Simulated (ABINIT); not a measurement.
# SnO (P4/nmm) in ABINIT: settings compared

The runs below take SnO through single point, with LDA, PBEsol.

Everything below comes from runs of ABINIT 10.8.3 (patched build). Logs are shortened: lines on timing, memory, paths and dates and some standing lists are left out, and cuts for length are marked. The log counts tension as positive stress, the text compression.

## 1. The structure

The structure is tetragonal, space group P4/nmm (No. 129). Conventional cell: a = 3.814 Å, b = 3.814 Å, c = 4.887 Å, α = 90.00°, β = 90.00°, γ = 90.00°. Sn (site symmetry 4mm) has 4 O at 2.23 Å as nearest neighbours. O (site symmetry -4m2) has 4 Sn at 2.23 Å as nearest neighbours.

The cell is a database's computed one.

## 2. Single point, LDA

The input, run.abi:

```
pp_dirpath "./"
pseudos "Sn.LDA_PW-JTH.xml, O.LDA_PW-JTH.xml"

acell 3.81369522 3.81369522 4.8869133 Angstrom
rprim
     1.0000000000     0.0000000000     0.0000000000
     0.0000000000     1.0000000000     0.0000000000
     0.0000000000     0.0000000000     1.0000000000
ntypat 2
znucl 50 8
natom 4
typat 1 1 2 2
xred
     0.5000000000     0.0000000000     0.7646261400
     0.0000000000     0.5000000000     0.2353738600
     0.0000000000     0.0000000000     0.0000000000
     0.5000000000     0.5000000000     0.0000000000

ecut 625.861884 eV
pawecutdg 45.0

kptopt 1
ngkpt 3 3 2
nshiftk 1
shiftk 0.0 0.0 0.0

ixc 7

nband 24
occopt 3
tsmear 0.05 eV

nstep 100
tolvrs 1.0e-9

iomode 3
prtwf 0
prteig 0
prtebands 0
enunit 1
prtden 1
prtvha 1
prtvclmb 1
prtpot 1
```

Potentials or basis: JTH PAW LDA v2.0.

Run with:

```console
> abinit run.abi > log 2>&1
```

run.abo:

```text
.Version 10.8.3 of ABINIT
 Symmetries : space group P4/n m m (#129); Bravais tP (primitive tetrag.)
================================================================================
 Values of the parameters that define the memory need of the present run
     intxc =       0    ionmov =       0      iscf =      17    lmnmax =      18
     lnmax =       6     mgfft =      40  mpssoang =       3    mqgrid =    3001
     natom =       4  nloc_mem =       2    nspden =       1   nspinor =       1
    nsppol =       1      nsym =      16    n1xccc =       1    ntypat =       2
    occopt =       3   xclevel =       1
       mpw =        2542          nfft =       40960          nkpt =           6
 PAW method is used; the additional fine FFT grid is defined by:
   mgfftf=        60    nfftf =    121500
================================================================================
================================================================================

--------------------------------------------------------------------------------
------------- Echo of variables that govern the present computation ------------
--------------------------------------------------------------------------------
 -outvars: echo values of preprocessed input variables --------
            acell      7.2068394935E+00  7.2068394935E+00  9.2349277381E+00 Bohr
              amu      1.18710000E+02  1.59994000E+01
             ecut      2.30000000E+01 Hartree
           enunit           1
              ixc           7
         kptrlatt        3    0    0      0    3    0      0    0    2
          kptrlen      1.84698555E+01
            natom           4
            nband          24
            ngfft          32      32      40
          ngfftdg          45      45      60
             nkpt           6
            nstep         100
             nsym          16
           ntypat           2
           occopt           3
        pawecutdg      4.50000000E+01 Hartree
        prtebands           0
           prteig           0
           prtpot           1
         prtvclmb           1
           prtvha           1
            prtwf           0
          spgroup         129
           tolvrs      1.00000000E-09
           tsmear      1.83746611E-03 Hartree
            typat      1  1  2  2
           useylm           1
           xangst      1.9068476100E+00  0.0000000000E+00  3.7366616531E+00
                       0.0000000000E+00  1.9068476100E+00  1.1502516469E+00
                       0.0000000000E+00  0.0000000000E+00  0.0000000000E+00
                       1.9068476100E+00  1.9068476100E+00  0.0000000000E+00
            xcart      3.6034197467E+00  0.0000000000E+00  7.0612671495E+00
[... 155 lines left out ...]
    3      0.00000000000000     0.00000000000000     0.00000000000000
    4      1.90684761000000     1.90684761000000     0.00000000000000

 cartesian forces (hartree/bohr) at end:
    1     -0.00000000000000    -0.00000000000000     0.00405763374561
    2      0.00000000000000     0.00000000000000    -0.00405763374561
    3     -0.00000000000000    -0.00000000000000     0.00000000000000
    4     -0.00000000000000    -0.00000000000000     0.00000000000000
 frms,max,avg= 1.6565220E-03 4.0576337E-03   0.000E+00  0.000E+00  0.000E+00 h/b

 cartesian forces (eV/Angstrom) at end:
    1     -0.00000000000000    -0.00000000000000     0.20865191640235
    2      0.00000000000000     0.00000000000000    -0.20865191640235
    3     -0.00000000000000    -0.00000000000000     0.00000000000000
    4     -0.00000000000000    -0.00000000000000     0.00000000000000
 frms,max,avg= 8.5181788E-02 2.0865192E-01   0.000E+00  0.000E+00  0.000E+00 e/A
 length scales=  7.206839493484  7.206839493484  9.234927738056 bohr
              =  3.813695220000  3.813695220000  4.886913300000 angstroms
 Fermi (or HOMO) energy (eV) =   6.17722   Average Vxc (eV)= -10.47360
 Eigenvalues (   eV  ) for nkpt=   6  k points:
 kpt#   1, nband= 24, wtk=  0.05556, kpt=  0.0000  0.0000  0.0000 (reduced coord)
 -16.12669  -15.69912  -15.69912  -15.69900  -15.65252  -15.64489  -15.59671  -15.59400
 -15.57149  -15.57149  -14.27476  -11.52491   -2.06477   -0.91030   -0.58830   -0.58830
   2.23911    2.51209    2.51209    5.59886    7.64579    9.77854   10.41959   10.41973
 prteigrs : prtvol=0 or 1, do not print more k-points.

--- !EnergyTerms
iteration_state     : {dtset: 1, }
comment             : Components of total free energy in Hartree
kinetic             :  3.87082914765887E+01
hartree             :  6.31474489418239E+01
xc                  : -1.94450013461686E+01
Ewald energy        : -1.17059765118233E+02
psp_core            :  4.87266154991609E+00
local_psp           : -1.76346465218991E+02
PAW spherical_terms :  3.40525866008837E+01
internal            : -1.72070243114180E+02
'-kT*entropy'       : -5.13008574960714E-08
total_energy        : -1.72070243165481E+02
total_energy_eV     : -4.68226984821578E+03
...

--- !EnergyTermsDC
iteration_state     : {dtset: 1, }
comment             : '"Double-counting" decomposition of free energy'
band_energy         : -1.29029376456594E+01
Ewald energy        : -1.17059765118233E+02
psp_core            :  4.87266154991609E+00
xc_dc               : -6.57826803001716E+01
PAW spherical_terms :  1.88024732745625E+01
internal            : -1.72070248239585E+02
'-kT*entropy'       : -5.13008574960714E-08
total_energy_dc     : -1.72070248290886E+02
total_energy_dc_eV  : -4.68226998768515E+03
...

--- !EnergyTermsWithPAWCore
iteration_state     : {dtset: 1, }
comment             : 'Components of total free energy, including PAW core contributions'
Total energy        : -1.24937227179256E+04
Total energy DC     : -1.24937227230510E+04
Total energy (eV)   : -3.39971514527661E+05
Total energy DC (eV): -3.39971514667131E+05
...

 Cartesian components of stress tensor (hartree/bohr^3)
  sigma(1 1)=  1.28417802E-04  sigma(3 2)=  0.00000000E+00
  sigma(2 2)=  1.28417802E-04  sigma(3 1)=  0.00000000E+00
  sigma(3 3)=  1.30963346E-04  sigma(2 1)=  0.00000000E+00

-Cartesian components of stress tensor (GPa)         [Pressure= -3.8031E+00 GPa]
- sigma(1 1)=  3.77818217E+00  sigma(3 2)=  0.00000000E+00
- sigma(2 2)=  3.77818217E+00  sigma(3 1)=  0.00000000E+00
- sigma(3 3)=  3.85307466E+00  sigma(2 1)=  0.00000000E+00

== END DATASET(S) ==============================================================
================================================================================

 -outvars: echo values of variables after computation  --------
            acell      7.2068394935E+00  7.2068394935E+00  9.2349277381E+00 Bohr
           etotal     -1.7207024829E+02
            fcart     -8.7568028225E-31 -8.8936278666E-31  4.0576337456E-03
                       8.7568028225E-31  9.1672779548E-31 -4.0576337456E-03
                      -0.0000000000E+00 -1.3682504410E-32  2.1684043450E-19
                      -0.0000000000E+00 -1.3682504410E-32  2.1684043450E-19
           strten      1.2841780165E-04  1.2841780165E-04  1.3096334586E-04
                       0.0000000000E+00  0.0000000000E+00  0.0000000000E+00
           xangst      1.9068476100E+00  0.0000000000E+00  3.7366616531E+00
                       0.0000000000E+00  1.9068476100E+00  1.1502516469E+00
                       0.0000000000E+00  0.0000000000E+00  0.0000000000E+00
                       1.9068476100E+00  1.9068476100E+00  0.0000000000E+00
             xred      5.0000000000E-01  0.0000000000E+00  7.6462614000E-01
                       0.0000000000E+00  5.0000000000E-01  2.3537386000E-01
                       0.0000000000E+00  0.0000000000E+00  0.0000000000E+00
                       5.0000000000E-01  5.0000000000E-01  0.0000000000E+00
 Calculation completed.
```

It took 15 s on 1 thread of Intel Xeon Platinum 8488C (Sapphire Rapids), shared host; peak memory 0.09 GiB.

Results:

```yaml
Free_energy: -4682.2700 eV
Pressure: -3.8 GPa
Largest_force: 0.209 eV/Å
Band_gap_on_the_k_mesh: 1.23 eV, indirect (least direct gap 2.05 eV)
Valence_electrons_inside_the_program's_atomic_spheres: Sn 11.90; O 4.52, 4.55
```

Forces on the atoms (eV/Å):
```
Sn   0.000  0.000  0.209
Sn   0.000  0.000 -0.209
O    0.000  0.000  0.000
O    0.000  0.000  0.000
```

Caveat: the k mesh is coarse (spacing up to 0.64 Å⁻¹), so the values aren't converged; spin-orbit coupling is left out, which moves the levels of the heavy elements; an odd mesh through Γ misses points on the zone boundary, where band edges often lie.

## 3. Single point, PBEsol

run.abi, as its differences from that of step 2:

```diff
@@ -1,5 +1,7 @@
+# Pseudopotentials
 pp_dirpath "./"
-pseudos "Sn.LDA_PW-JTH.xml, O.LDA_PW-JTH.xml"
+pseudos "Sn.GGA_PBE-JTH.xml, O.GGA_PBE-JTH.xml"
 
-acell 3.81369522 3.81369522 4.8869133 Angstrom
+# Structure
+acell 7.2068394886 7.2068394886 9.2349277318
 rprim
@@ -18,2 +20,3 @@
 
+# Plane-wave basis
 ecut 625.861884 eV
@@ -21,2 +24,3 @@
 
+# k points
 kptopt 1
@@ -26,4 +30,6 @@
 
-ixc 7
+# Exchange and correlation
+ixc -116133
 
+# Bands and occupations
 nband 24
@@ -32,2 +38,3 @@
 
+# SCF cycle
 nstep 100
@@ -35,10 +42,8 @@
 
+# Output
 iomode 3
 prtwf 0
+prtden 0
 prteig 0
 prtebands 0
-enunit 1
-prtden 1
-prtvha 1
-prtvclmb 1
-prtpot 1
+enunit 2
```

Potentials or basis: JTH PAW PBE v2.0.

Run with:

```console
> abinit run.abi > log 2>&1
```

Run time: 33 s. Hardware: 1 thread of Intel Xeon Platinum 8488C (Sapphire Rapids), shared host; peak memory 0.11 GiB.

Results (log left out):

* Free energy: -4671.0125 eV
* Pressure: -1.0 GPa
* Largest force: 0.105 eV/Å
* Band gap on the k mesh: 1.13 eV, indirect (least direct gap 1.99 eV)
* Valence electrons inside the program's atomic spheres: Sn 11.89; O 4.52, 4.56

Forces on the atoms (eV/Å):
```
Sn   0.000  0.000 -0.105
Sn   0.000  0.000  0.105
O    0.000  0.000  0.000
O    0.000  0.000  0.000
```

Stress tensor (GPa, compression positive):
```
-0.74  0.00  0.00
 0.00 -0.74  0.00
 0.00  0.00 -1.54
```

Levels at points of the mesh, in eV from the valence-band top:
```
           k point  band 17  band 18  band 19  band 20  band 21  band 22  band 23  band 24
(0.00, 0.00, 0.00)    -3.45    -3.17    -3.17     0.00     1.99     4.18     4.77     4.77
(0.00, 0.00, 0.50)    -3.20    -3.18    -3.18    -2.17     1.58     3.02     3.02     3.68
```

Caveat: the k mesh is coarse (spacing up to 0.64 Å⁻¹), so the values aren't converged; the PAW data sets were made with another functional, which shifts forces and pressure a little; spin-orbit coupling is left out, which moves the levels of the heavy elements; an odd mesh through Γ misses points on the zone boundary, where band edges often lie.
